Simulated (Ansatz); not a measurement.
A run of Ansatz 0.2.0 is set up as follows.

The input input.yaml:

```yaml
crystal:
  lattice:
    - [0.0, 2.47502, 2.47502]
    - [2.47502, 0.0, 2.47502]
    - [2.47502, 2.47502, 0.0]
  atoms:
    - { symbol: Pb, position: [0.0, 0.0, 0.0] }
hamiltonian:
  xc: rpbe
  pseudopotentials: { kind: paw }
kpoints:
  mp_grid: { grid: [9, 9, 9] }
scf:
  occupations: { method: gaussian, width: 0.02 }
output:
  forces: true
  stress: true
  eigenvalues: true
```

Potentials or basis: Ansatz PAW.

Launch:

```bash
$ ansatz run input.yaml --threads 2 --pin off --max-ram 5632MiB --backend cpu --events-out ev --progress --plain --runs-dir out
```

Task: Estimate the band gap on the k mesh.

Result: None (metal or under the smearing width).

Task: Estimate the pressure.

Result: 3.9 GPa.

Caveat: the PAW data sets come from PBE, with cores solved anew for the run's functional, which leaves a small shift of forces and pressure. The run has no spin-orbit coupling, so splittings on Pb are missing.
